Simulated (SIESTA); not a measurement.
TiO2 (Anatase):

```
CELL_PARAMETERS angstrom
-1.89210 1.89210 4.75730
1.89210 -1.89210 4.75730
1.89210 1.89210 -4.75730
ATOMIC_POSITIONS crystal
Ti 0.75000 0.25000 0.50000
Ti 0.00000 0.00000 0.00000
O 0.79190 0.79190 0.00000
O 0.54190 0.04190 0.50000
O 0.95810 0.45810 0.50000
O 0.20810 0.20810 0.00000
```

Base run:

```yaml
Program: SIESTA 5.4.2
Functional: OLYP
Potentials_or_basis: PseudoDojo 0.4 standard (PBE files)
Basis: DZP (energy shift 0.002 Ry)
Grid_cutoff: 800 Ry
Energy_shift: 0.002 Ry
k_mesh: 7 × 7 × 7
Occupations: fermi-dirac, width 0.05 eV
Spin: no spin polarisation
```

Its results: band gap on the k mesh 1.97 eV, indirect (least direct gap 2.29 eV); pressure 8.4 GPa; largest force 0.080 eV/Å.

The run is repeated on the same cell with these changes: functional from OLYP to PBEJsJrLO. What comes out?

Band gap on the k mesh 1.92 eV, indirect (least direct gap 2.26 eV); pressure 4.4 GPa; largest force 0.124 eV/Å.

Caveats: semicore shells carry a single zeta, which can move pressures by several GPa and volumes by a few percent; the potentials were made for another functional, which shifts forces and pressure; the basis of atomic orbitals isn't converged, which shifts pressures, moduli and gaps.
